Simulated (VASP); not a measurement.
Runs of VASP 6.6.1 on AlN. Symmetry: P6_3mc, No. 186, hexagonal system. Conventional cell: a = 3.114 Å, b = 3.114 Å, c = 4.983 Å, α = 90.00°, β = 90.00°, γ = 120.00°. Around Al (site symmetry 3m) lie 4 N at 1.89 to 1.90 Å. N (site symmetry 3m) has 4 Al at 1.89 to 1.90 Å as nearest neighbours. 

```tsv
task	cell	k mesh	cutoff (eV)	smearing	gap on the mesh (eV)	pressure (GPa)
single point	cell and atoms relaxed tightly for response	9 × 9 × 6	520	gaussian 0.01 eV	4.11	-0.1
relaxation of cell and atoms	relaxed from: cell and atoms relaxed tightly for response	9 × 9 × 6	600	gaussian 0.01 eV	4.12	0.0
electric field gradients	P6_3mc, 10.46 Å³/atom	9 × 9 × 6	520	gaussian 0.01 eV	4.11	0.0
single point	P6_3mc, 10.45 Å³/atom	6 × 6 × 4	520	gaussian 0.1 eV	(a)	0.2
```

Alike in all rows: level PBEsol; potentials or basis VASP PAW PBE potentials, release 64 (Al, N); no spin polarisation.

**Question.** Fill in the values left out.

**Answer.** (a) 4.15.

Caveats: the PAW data sets were made with another functional, which shifts forces and pressure a little; an odd mesh through Γ misses points on the zone boundary, where band edges often lie (some runs).
